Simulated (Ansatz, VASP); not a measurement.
**One calculation of CaH4, two programs**

INCAR

```
PREC = Accurate ; ENCUT = 520
EDIFF = 1E-6 ; ISMEAR = -1
SIGMA = 0.05 ; LREAL = False
LASPH = True ; NELM = 60
ALGO = Normal ; ISIF = 2
LWAVE = False ; LCHARG = False
GGA = PE ; NBANDS = 15
```

File KPOINTS:

```
Automatic mesh
0
Gamma
  5 5 5
```

Contents of POSCAR:

```
CaH4
1.0
    4.0012608000      0.0000000000      0.0000000000
    0.0000000000      4.0012608000      0.0000000000
    0.0000000000      0.0000000000      4.1679800000
Ca H
1 4
Direct
    0.0000000000      0.0000000000      0.0000000000
    0.5000000000      0.0000000000      0.0000000000
    0.0000000000      0.5000000000      0.0000000000
    0.0000000000      0.0000000000      0.5000000000
    0.5000000000      0.5000000000      0.5000000000
```

input.yaml

```yaml
crystal:
  lattice:
    - [4.0012608, 0.0, 0.0]
    - [0.0, 4.0012608, 0.0]
    - [0.0, 0.0, 4.16798]
  atoms:
    - { symbol: Ca, position: [0.0, 0.0, 0.0] }
    - { symbol: H, position: [0.5, 0.0, 0.0] }
    - { symbol: H, position: [0.0, 0.5, 0.0] }
    - { symbol: H, position: [0.0, 0.0, 0.5] }
    - { symbol: H, position: [0.5, 0.5, 0.5] }
hamiltonian:
  xc: pbe
  pseudopotentials: { kind: paw }
kpoints:
  mp_grid: { grid: [5, 5, 5] }
scf:
  occupations: { method: fermi_dirac, width: 0.05 }
output:
  forces: true
  stress: true
  eigenvalues: true
```

Change from the starting cell: strain = -0.04.

Alike in both runs: task single point; functional PBE; k mesh 5 × 5 × 5; occupations fermi-dirac, width 0.05 eV; no spin polarisation.

```csv
,VASP,Ansatz
version,VASP 6.6.1,Ansatz 0.2.0
potentials or method,"VASP PAW PBE potentials, release 64 (Ca_sv, H)",Ansatz PAW
plane-wave cutoff (eV),520,420
valence electrons in the cell,14,14
```

|  | VASP | Ansatz | Ansatz less VASP |
| --- | --- | --- | --- |
| gap on the k mesh at the Fermi level (eV) | 0.03 | 0.03 | 0.000 |
| least direct gap on the mesh (eV) | 0.03 | 0.03 | 0.000 |
| pressure (GPa) | 2.3 | 2.3 | 0.00 |
| largest component of the traceless stress (GPa) | 1.68 | 1.66 | -0.023 |

Caveats: an odd mesh through Γ misses points on the zone boundary, where band edges often lie (VASP).
